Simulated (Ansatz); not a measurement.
# HfO2: energy above lowest point against volume scale

Free energy against uniform scaling of the volume at fixed shape and fractions; periodic cell, basis, potentials, k mesh and filling as listed. The results are calculated, by Ansatz 0.2.0.

The cell before it is scaled or strained (space group Fm-3m, No. 225):
```
cell vectors (Å)
   0.0000     2.5575     2.5575
   2.5575     0.0000     2.5575
   2.5575     2.5575     0.0000
atoms (fractions of the cell vectors)
Hf  0.00000  0.00000  0.00000
O   0.25000  0.25000  0.25000
O   0.75000  0.75000  0.75000
```

Settings of every row: functional PBEsol; dispersion none; potentials all-electron LAPW; k mesh 6x6x6; k shift 0x0x0; occupations fixed; smearing width 0 eV; spin none.

Limits: no spin-orbit coupling, which can matter with elements this heavy.

```csv
row,volume scale,V (Å³/atom),energy above lowest point (meV/atom)
1,0.94,10.483,3.5
2,0.96,10.706,0
3,0.98,10.929,?
4,1,11.152,15.1
5,1.02,11.375,32.2
6,1.04,11.598,54.9
7,1.06,11.821,82.5
```

Question: what energy above lowest point should row 3 give?

Worked fit of energy above lowest point. Take u = (V_r/V)^(2/3) − 1 with V_r = 11.264 Å³ an atom, which is twice the finite (Eulerian) strain; such expansions in the strain, on which the Birch-Murnaghan equation of state is built, carry the rest volume and the bulk modulus. The shown rows have u = 0.04907, 0.03445, 0.00668, -0.00652, -0.01929, -0.03167. Least squares give energy above lowest point = 22.96 − 1298.9 × u + 18381 × u² meV/atom; a straight line predicts inner rows, each left out in turn, worse (root mean square 12 against 0.04 meV/atom). All shown rows lie on it to the printed digit. Its lowest point lies at u = 0.0353, or V = 10.69 Å³ an atom, and the curvature there gives the bulk modulus at fixed shape and fractions, B = (4/9)(1 + u)² E″(u)/V = 262 GPa. The withheld row has u = 0.02033, so the fit gives 22.96 − 1298.9 × (0.02033) + 18381 × (0.02033)² = 4.2 meV/atom.

The calculation gave 4.1 meV/atom. The fit lies 0.1 meV/atom (0.12 % of the column's range) above it, one unit of the last digit.
